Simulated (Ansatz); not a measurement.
**HfN: which structure wins at one pressure**

Which of rocksalt, CsCl, WC, NiAs, zincblende has the lowest enthalpy for HfN at one common pressure? The runs shown use PAW.

Program: Ansatz 0.2.0. Level of theory: DFT, PBE, PAW with Ansatz's default frozen-core files, scalar-relativistic. These are calculated values, not measurements.

## Step 1: The starting structure

The structure is cubic, space group Fm-3m (No. 225). The conventional cell has a = 4.309 Å, b = 4.309 Å, c = 4.309 Å, α = 90.00°, β = 90.00°, γ = 90.00°. Around Hf (site symmetry m-3m) lie 6 N at 2.15 Å. N (site symmetry m-3m) has 6 Hf at 2.15 Å as nearest neighbours.

As a file:

```
Hf N
1.0
     0.00000    2.15443    2.15443
     2.15443    0.00000    2.15443
     2.15443    2.15443    0.00000
Hf N
1 1
Direct
  0.00000 0.00000 0.00000
  0.50000 0.50000 0.50000
```

Atoms are numbered in the order of the input: Hf1, N2.

## Step 2: Cell relaxed at zero pressure, PAW

Contents of input.yaml:

```yaml
crystal:
  lattice:
    - [0.0, 2.15443469, 2.15443469]
    - [2.15443469, 0.0, 2.15443469]
    - [2.15443469, 2.15443469, 0.0]
  atoms:
    - { symbol: Hf, position: [0.0, 0.0, 0.0] }
    - { symbol: "N", position: [0.5, 0.5, 0.5] }
kpoints:
  mp_grid: { grid: [16, 16, 16] }
scf:
  occupations: { method: fermi_dirac, width: 0.08 }
hamiltonian:
  xc: pbe
  pseudopotentials: { kind: paw }
output:
  forces: true
  stress: true
relax:
  f_tol: 0.005
  max_steps: 40
  cell: {}
```

Command:

```sh
ansatz run input.yaml --threads 1 --pin off --max-ram 3584MiB --backend cpu --events-out ev --progress --plain --runs-dir out
```

Further steps of the session: Volume scaled by 0.93, to set the pressure, PAW; Rocksalt relaxed under pressure, PAW; CsCl relaxed under pressure, PAW; WC relaxed under pressure, PAW; NiAs relaxed under pressure, PAW; Zincblende relaxed under pressure, PAW.

Before running it: what results should come out? Wanted: pressure; lowest.

The runs gave:

```
    quantity                                value
    pressure                               22 GPa
lowest (PAW)  rocksalt, 404.2 meV/atom under NiAs
```

By PAW the order is rocksalt < NiAs < WC < zincblende < CsCl. Only these structures were tried, with electrons smeared by 0.08 eV and without vibrations, so the true ground state may be another. The k meshes differ between phases and weren't tested, which can move differences by some meV. Spin-orbit coupling is left out, though the cell holds Hf; in elements this heavy it can shift bands and gaps by tenths of an eV. HfN has an odd count of electrons, so a run without spin can force a false metal and spoil its energy.
